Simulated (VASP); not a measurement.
The system is BeTe.

```
CELL_PARAMETERS angstrom
0.00000 2.68323 2.68323
2.68323 0.00000 2.68323
2.68323 2.68323 0.00000
ATOMIC_POSITIONS crystal
Be 0.00000 0.00000 0.00000
Te 0.50000 0.50000 0.50000
```

The cell was built by a generator and needn't be a form met in nature.

Base run:

| Item | Value |
| --- | --- |
| Program | VASP 6.6.1 |
| Functional | PBEsol |
| Potentials or basis | VASP PAW PBE potentials, release 64 (Be, Te) |
| Cutoff | 520 eV |
| k mesh | 6 × 6 × 6 |
| Occupations | fermi-dirac, width 0.02 eV |
| Spin | no spin polarisation |

Its results: band gap on the k mesh none (metal or under the smearing width); pressure -2.4 GPa.

The run is repeated on the same cell with these changes: functional from PBEsol to HSE06; k mesh from 6 × 6 × 6 to 4 × 4 × 4. What comes out?

Band gap on the k mesh none (metal or under the smearing width); pressure -0.2 GPa.

Several settings changed at once, so the effect can't be laid on one alone.

Caveats: some runs use coarse meshes; the PAW data sets were made with another functional, which shifts forces and pressure a little.
